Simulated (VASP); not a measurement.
The system is CdSe (Cadmoselite).

```
Cd Se
1.0
     4.30000    0.00000    0.00000
    -2.15000    3.72391    0.00000
     0.00000    0.00000    7.02000
Cd Se
2 2
Cartesian
  0.0000 2.4826 0.0000
  2.1500 1.2413 3.5100
  0.0000 2.4826 2.7027
  2.1500 1.2413 6.2127
```

```yaml
Program: VASP 6.6.1
Task: relaxation of cell and atoms
Functional: PBEsol
Potentials_or_basis: VASP PAW PBE potentials, release 64 (Cd, Se)
Cutoff: 600 eV
k_mesh: 9 × 9 × 4
Occupations: gaussian, width 0.03 eV
Spin: no spin polarisation
```

At the start: pressure 0.5 GPa; volume 28.10 Å³/atom.

Where does the relaxation end?

Over 10 steps the energy falls by 4.9 meV/atom and the volume is 28.29 Å³/atom (+0.7 %); space group P6_3mc (No. 186, to 0.05 Å).

Step by step:
```tsv
step	energy change (eV)	largest force (eV/Å)	pressure (GPa)	volume (Å³)
1	0.0000	0.2741	0.45	112.41
2	-0.0159	0.0637	-0.25	113.69
3	-0.0159	0.0681	-0.24	113.67
4	-0.0172	0.0376	0.04	113.06
5	-0.0174	0.0227	0.18	112.78
6	-0.0185	0.0178	0.16	112.85
7	-0.0197	0.0040	0.08	113.00
8	-0.0197	0.0047	0.08	113.00
9	-0.0197	0.0031	-0.06	113.31
10	-0.0198	0.0005	0.01	113.16
```

Final structure:
```yaml
crystal:
  lattice:
    - [4.30969, 0.00000, 0.00000]
    - [-2.15484, 3.73230, 0.00000]
    - [0.00000, 0.00000, 7.03519]
  atoms:
    - { symbol: Cd, position: [0.33333, 0.66667, 0.00467] }
    - { symbol: Cd, position: [0.66667, 0.33333, 0.50467] }
    - { symbol: Se, position: [0.33333, 0.66667, 0.38033] }
    - { symbol: Se, position: [0.66667, 0.33333, 0.88033] }
```

Caveat: the PAW data sets were made with another functional, which shifts forces and pressure a little.
